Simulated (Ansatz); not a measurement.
All numbers below come from DFT PBE, scalar-relativistic, plane waves, PAW (Ansatz 0.2.0). Settings: cutoff 420 eV, Γ-centred meshes spaced at most about 0.3 Å⁻¹, and about 0.25 Å⁻¹ or finer for metals (2π included), Gaussian smearing. No spin polarisation.

Temperature and zero-point effects are left out.

Two forms of Hf2C5 were relaxed alike.

1. Space group C2/m (No. 12), monoclinic, a = 6.895 Å, b = 6.810 Å, c = 3.341 Å, β = 108.6°. Hf is surrounded by 1 C at 2.17 Å and 9 C at 2.33–2.61 Å; C on a site of symmetry 2/m is surrounded by 2 Hf at 2.17 Å, 4 C at 2.43 Å and 2 Hf at 2.52 Å; C on a site of symmetry 1 has 1 C at 1.31 Å, 2 Hf at 2.33–2.41 Å, 1 C at 2.43 Å, 1 C at 2.53 Å, 2 Hf at 2.56–2.61 Å and 1 C at 2.65 Å.

2. Space group Pmmm (No. 47), orthorhombic, a = 4.186 Å, b = 4.973 Å, c = 7.261 Å. Hf on its first site has 8 C at 2.53–2.63 Å, 1 Hf at 2.85 Å and 2 C at 2.87 Å; Hf on its second site has 4 C at 2.40–2.48 Å, 1 Hf at 2.67 Å and 6 C at 2.82–2.96 Å; C on a site of symmetry mmm has 4 Hf at 2.53 Å, 4 Hf at 2.82 Å and 4 C at 3.25 Å; C on a site of symmetry 2mm is surrounded by 3 C at 1.42 Å and 2 Hf at 2.40 Å; C on a site of symmetry m is surrounded by 3 C at 1.41–1.42 Å, 6 C at 2.43–2.50 Å, 2 Hf at 2.63 Å, 3 C at 2.78–2.87 Å and 2 Hf at 2.96 Å; 2 more sites not described.

Question: Which would you expect to be lower, and how large is the difference?

Answer: Cell 2 is lower, by 91 meV/atom. Cell 1 has space group C2/m (No. 12), 10.6 Å³/atom and no gap on its mesh; cell 2 has space group Pmmm (No. 47), 10.8 Å³/atom and no gap. Counting C atoms around Hf (those within 1.25 times the shortest such distance or 1.15 times the sum of covalent radii, 1.27 where that leaves under three; a plus sign parts nearer from farther groups; a slash parts the counts of unlike sites), cell 1 has Hf 10 and cell 2 has Hf 4+6/8+2. Cell 1 holds C–C pairs (shortest 1.31 Å); cell 2 holds C–C nets (shortest 1.40 Å). Even the lower one lies +0.36 eV/atom against the reference forms of the elements (uncorrected), so neither is stable at this level. Both come from invented guesses. The lowest form computed isn't among them: it has space group C2 (No. 5), 12.0 Å³/atom and lies 0.32 eV/atom below the best shown.

Spin–orbit coupling, which can matter for Hf, is left out. Cells relaxed within their symmetry can be saddle points. Some structure types and database cells were kept out of the candidates from the start, so a known form may be missing.
